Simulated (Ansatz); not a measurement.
TaN: one atom moved over a plane

Method: Ansatz 0.2.0, DFT PBEsol, scalar-relativistic, plane waves, PAW. Cutoff 420 eV, Γ-centred 18×18×16 k-points, Gaussian smearing of 0.15 eV. Spin–orbit coupling is left out, which matters for the heavy elements here. No spin polarisation. Energies are free energies at this smearing, counted from the undisturbed cell; pressure is positive in compression.

The starting cell (as given, not relaxed at this level; it stands at -4.9 GPa; this form isn't the usual structure):

```
Ta N
1.0
     2.93800    0.00000    0.00000
    -1.46900    2.54438    0.00000
     0.00000    0.00000    2.88300
Ta N
1 1
Direct
  0.33333 0.66667 0.50000
  0.00000 0.00000 0.00000
```

Atom 2 (N) is moved by p along (0.707, 0.707, 0.000) and q along (0.000, 0.000, 1.000) (Å), all else fixed. Points are written (p, q).

Energy above the undisturbed cell in eV/cell (a dash: not computed):

| p \ q | -0.300 | -0.150 | 0.000 | 0.150 | 0.300 |
| --- | --- | --- | --- | --- | --- |
| -0.300 | 1.49 | 0.83 | 0.62 | 0.83 | 1.49 |
| -0.150 | 0.87 | 0.32 | 0.15 | 0.32 | 0.87 |
| 0.000 | 0.67 | 0.16 | 0.00 | 0.16 | 0.67 |
| 0.150 | 0.84 | 0.31 | 0.14 | 0.31 | 0.84 |
| 0.300 | 1.29 | 0.70 | 0.51 | 0.70 | 1.29 |

Pressure in GPa:

```csv
p \ q,-0.300,-0.150,0.000,0.150,0.300
-0.300,30.6,14.3,8.8,14.3,30.6
-0.150,17.8,3.3,-1.6,3.3,17.8
0.000,13.8,-0.1,-4.9,-0.1,13.8
0.150,17.2,2.8,-2.1,2.8,17.2
0.300,26.1,10.7,5.5,10.7,26.1
```

Gap on the k-mesh in eV:

```csv
p \ q,-0.300,-0.150,0.000,0.150,0.300
-0.300,0.00,0.00,0.00,0.00,0.00
-0.150,0.11,0.00,0.00,0.00,0.11
0.000,0.00,0.00,0.00,0.00,0.00
0.150,0.00,0.00,0.00,0.00,0.00
0.300,0.00,0.00,0.00,0.00,0.00
```